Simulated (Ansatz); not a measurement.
Geometry optimisation in Ansatz: input, command and trajectory.

```yaml
crystal:
  lattice:
    - [5.1595834207, 0.0, 0.0]
    - [0.0, 6.2972317473, 0.0]
    - [0.0, 0.0, 3.9311554012]
  atoms:
    - { symbol: Sb, position: [0.2004, 0.3787, 0.0] }
    - { symbol: Sb, position: [0.7996, 0.6213, 0.0] }
    - { symbol: Sb, position: [0.7004, 0.1213, 0.5] }
    - { symbol: Sb, position: [0.2996, 0.8787, 0.5] }
    - { symbol: Pt, position: [0.0, 0.0, 0.0] }
    - { symbol: Pt, position: [0.5, 0.5, 0.5] }
basis:
  ecutwfc: 420
kpoints:
  mp_grid: { grid: [4, 4, 4] }
hamiltonian:
  xc: pbe
scf:
  occupations: { method: gaussian, width: 0.1 }
  lower_state_search: "off"
output:
  forces: true
  stress: true
  eigenvalues: true
relax:
  adjacent_minimum: "off"
  f_tol: 0.04
  max_steps: 70
  cell: { stress_tol: 0.4 }
```

```bash
ansatz run input.yaml --threads 1 --pin off --max-ram 2560MiB --backend cpu --events-out ev --progress --plain --runs-dir out
```

These are results of Ansatz 0.2.0, DFT PBE, scalar-relativistic, plane waves, PAW, not measurements.

Of 5 frames 5 are shown, positions in Å and forces in eV/Å; the SCF threshold varies from step to step. Steps run on the plane waves of an earlier cell, with a Pulay correction in the pressure. The basis is chosen afresh for the last frame, the zero of the energies, and at times for earlier ones too; energy and pressure step there, also at an unchanged geometry.

```xyz
6
Lattice="5.1596 0.0000 0.0000 0.0000 6.2972 0.0000 0.0000 0.0000 3.9312" Properties=species:S:1:pos:R:3:forces:R:3 pbc="T T T" step=1 free_energy_over_end_meV_per_atom=220.48 pressure_GPa=19.70
Sb    1.0340    2.3848    0.0000    1.5838   -1.3521    0.0000
Sb    4.1256    3.9125    0.0000   -1.5838    1.3521    0.0000
Sb    3.6138    0.7639    1.9656    1.5838    1.3521    0.0000
Sb    1.5458    5.5334    1.9656   -1.5838   -1.3521    0.0000
Pt    0.0000    0.0000    0.0000    0.0000    0.0000    0.0000
Pt    2.5798    3.1486    1.9656    0.0000    0.0000    0.0000
6
Lattice="5.4144 0.0000 0.0000 0.0000 6.5831 0.0000 0.0000 0.0000 4.1264" Properties=species:S:1:pos:R:3:forces:R:3 pbc="T T T" step=2 free_energy_over_end_meV_per_atom=4.10 pressure_GPa=-0.26
Sb    1.1745    2.4175    0.0000   -0.1739    0.1421    0.0000
Sb    4.2400    4.1656    0.0000    0.1739   -0.1421    0.0000
Sb    3.8817    0.8740    2.0632   -0.1739   -0.1421    0.0000
Sb    1.5327    5.7091    2.0632    0.1739    0.1421    0.0000
Pt    0.0000    0.0000    0.0000    0.0000    0.0000    0.0000
Pt    2.7072    3.2916    2.0632    0.0000    0.0000    0.0000
6
Lattice="5.3900 0.0000 0.0000 0.0000 6.5324 0.0000 0.0000 0.0000 4.1711" Properties=species:S:1:pos:R:3:forces:R:3 pbc="T T T" step=3 free_energy_over_end_meV_per_atom=1.79 pressure_GPa=-0.12
Sb    1.1742    2.4168    0.0000   -0.1155    0.0274    0.0000
Sb    4.2158    4.1156    0.0000    0.1155   -0.0274    0.0000
Sb    3.8692    0.8494    2.0855   -0.1155   -0.0274    0.0000
Sb    1.5208    5.6830    2.0855    0.1155    0.0274    0.0000
Pt    0.0000    0.0000    0.0000    0.0000    0.0000    0.0000
Pt    2.6950    3.2662    2.0855    0.0000    0.0000    0.0000
6
Lattice="5.3525 0.0000 0.0000 0.0000 6.5562 0.0000 0.0000 0.0000 4.1767" Properties=species:S:1:pos:R:3:forces:R:3 pbc="T T T" step=4 free_energy_over_end_meV_per_atom=1.02 pressure_GPa=-0.03
Sb    1.1581    2.4245    0.0000   -0.0063   -0.0032    0.0000
Sb    4.1944    4.1318    0.0000    0.0063    0.0032    0.0000
Sb    3.8344    0.8536    2.0883   -0.0063    0.0032    0.0000
Sb    1.5181    5.7026    2.0883    0.0063   -0.0032    0.0000
Pt    0.0000    0.0000    0.0000    0.0000    0.0000    0.0000
Pt    2.6762    3.2781    2.0883    0.0000    0.0000    0.0000
6
Lattice="5.3525 0.0000 0.0000 0.0000 6.5562 0.0000 0.0000 0.0000 4.1767" Properties=species:S:1:pos:R:3:forces:R:3 pbc="T T T" step=5 free_energy_over_end_meV_per_atom=0.00 pressure_GPa=-0.04
Sb    1.1581    2.4245    0.0000   -0.0062   -0.0032    0.0000
Sb    4.1944    4.1318    0.0000    0.0062    0.0032    0.0000
Sb    3.8344    0.8536    2.0883   -0.0062    0.0032    0.0000
Sb    1.5181    5.7026    2.0883    0.0062   -0.0032    0.0000
Pt    0.0000    0.0000    0.0000    0.0000    0.0000    0.0000
Pt    2.6762    3.2781    2.0883    0.0000    0.0000    0.0000
```

The start puts this composition into another compound's structure type, which needn't suit it. At the end the space group is Pnnm (tolerance 0.05 Å).

The run took 62 s on 1 thread of Intel(R) Xeon(R) Platinum 8375C CPU @ 2.90GHz (Ice Lake), with other jobs on the host, peak memory 0.55 GiB.

The k mesh is coarse. Spin–orbit coupling is left out, which can shift energies with elements as heavy as these.